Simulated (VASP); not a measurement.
The system is GaN.

```xyz
2
Lattice="0.0000 2.1352 2.1352 2.1352 0.0000 2.1352 2.1352 2.1352 0.0000" Properties=species:S:1:pos:R:3 pbc="T T T"
Ga    0.0000    0.0000    0.0000
N     2.1352    2.1352    2.1352
```

Measurements of this composition are mostly on another form, of space group No. 186.

* Program: VASP 6.6.1
* Task: relaxation of cell and atoms
* Functional: RPBE
* Potentials or basis: VASP PAW PBE potentials, release 64 (Ga_d, N)
* Cutoff: 600 eV
* k mesh: 14 × 14 × 14
* Occupations: gaussian, width 0.02 eV
* Spin: no spin polarisation

At the start: pressure 4.9 GPa; volume 9.74 Å³/atom.

Where does the relaxation end?

Over 3 steps the energy falls by 3.5 meV/atom and the volume is 9.97 Å³/atom (+2.4 %); space group Fm-3m (No. 225, to 0.05 Å).

Step by step:
| step | energy change (eV) | largest force (eV/Å) | pressure (GPa) | volume (Å³) |
| --- | --- | --- | --- | --- |
| 1 | 0.0000 | 0.0000 | 4.89 | 19.47 |
| 2 | -0.0028 | 0.0000 | -3.50 | 20.32 |
| 3 | -0.0070 | 0.0000 | -0.01 | 19.94 |

Final structure:
```xyz
2
Lattice="0.0000 2.1523 2.1523 2.1523 0.0000 2.1523 2.1523 2.1523 0.0000" Properties=species:S:1:pos:R:3 pbc="T T T"
Ga    0.0000    0.0000    0.0000
N     2.1523    2.1523    2.1523
```

Caveat: the PAW data sets were made with another functional, which shifts forces and pressure a little.
